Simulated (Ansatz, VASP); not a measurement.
## Two plane-wave programs on TiO2

File INCAR:

```
ALGO = Normal
EDIFF = 1E-6
EDIFFG = -0.01
ENCUT = 600
GGA = PE
IBRION = 2
ISIF = 3
ISMEAR = -1
IVDW = 13
LASPH = True
LCHARG = False
LREAL = False
LWAVE = False
NELM = 60
NSW = 60
PREC = Accurate
SIGMA = 0.05
```

The input KPOINTS:

```
k-points
0
Gamma
  6 6 9
```

POSCAR

```
TiO2
1.0
    4.5998373239      0.0000000000      0.0000000000
    0.0000000000      4.5998373239      0.0000000000
    0.0000000000      0.0000000000      2.9592135600
Ti O
2 4
Direct
    0.0000000000      0.0000000000      0.5000000000
    0.5000000000      0.5000000000      0.0000000000
    0.3043213200      0.3043213200      0.5000000000
    0.1956786800      0.8043213200      0.0000000000
    0.8043213200      0.1956786800      0.0000000000
    0.6956786800      0.6956786800      0.5000000000
```

The input input.yaml:

```yaml
crystal:
  lattice:
    - [4.5998373239, 0.0, 0.0]
    - [0.0, 4.5998373239, 0.0]
    - [0.0, 0.0, 2.95921356]
  atoms:
    - { symbol: Ti, position: [0.0, 0.0, 0.5] }
    - { symbol: Ti, position: [0.5, 0.5, 0.0] }
    - { symbol: O, position: [0.30432132, 0.30432132, 0.5] }
    - { symbol: O, position: [0.19567868, 0.80432132, 0.0] }
    - { symbol: O, position: [0.80432132, 0.19567868, 0.0] }
    - { symbol: O, position: [0.69567868, 0.69567868, 0.5] }
hamiltonian:
  xc: pbe
  pseudopotentials: { kind: paw }
  dispersion: d4
kpoints:
  mp_grid: { grid: [6, 6, 9] }
scf:
  occupations: { method: fermi_dirac, width: 0.05 }
output:
  forces: true
  stress: true
  write_density: true
  write_potential: true
  elf: true
  volumetric_format: npy
relax:
  f_tol: 0.01
  max_steps: 40
  cell: { stress_tol: 0.05 }
```

The cell is a database's computed one.

Alike in both runs: task relaxation of cell and atoms; functional PBE; dispersion D4; k mesh 6 × 6 × 9; occupations fermi-dirac, width 0.05 eV; no spin polarisation.

```csv
,VASP,Ansatz
version,VASP 6.6.1,Ansatz 0.2.0
potentials or method,"VASP PAW PBE potentials, release 64 (Ti_sv, O)",Ansatz PAW
plane-wave cutoff (eV),600,420
valence electrons in the cell,48,48
```

|  | VASP | Ansatz | Ansatz less VASP |
| --- | --- | --- | --- |
| gap on the k mesh at the Fermi level, each at its own relaxed structure (eV) | 1.84 | 1.87 | +0.036 |
| relaxed volume (Å³/atom) | 10.47 | 10.45 | -0.017 |
| relaxed cell length with the largest relative difference (Å) | 2.958 | 2.955 | -0.0031 |

Caveats: an odd mesh through Γ misses points on the zone boundary, where band edges often lie (VASP); odd divisions of the mesh miss points on the zone boundary, where band edges often lie, so the gap on the mesh can be too wide (Ansatz); the plane-wave basis is chosen anew once the cell has moved, so the energies of steps on either side of that aren't comparable (Ansatz); the pressure holds a Pulay correction of +0.7 GPa for the finite cutoff (Ansatz). A hybrid or GW would open this gap; PBE tends to underestimate it.
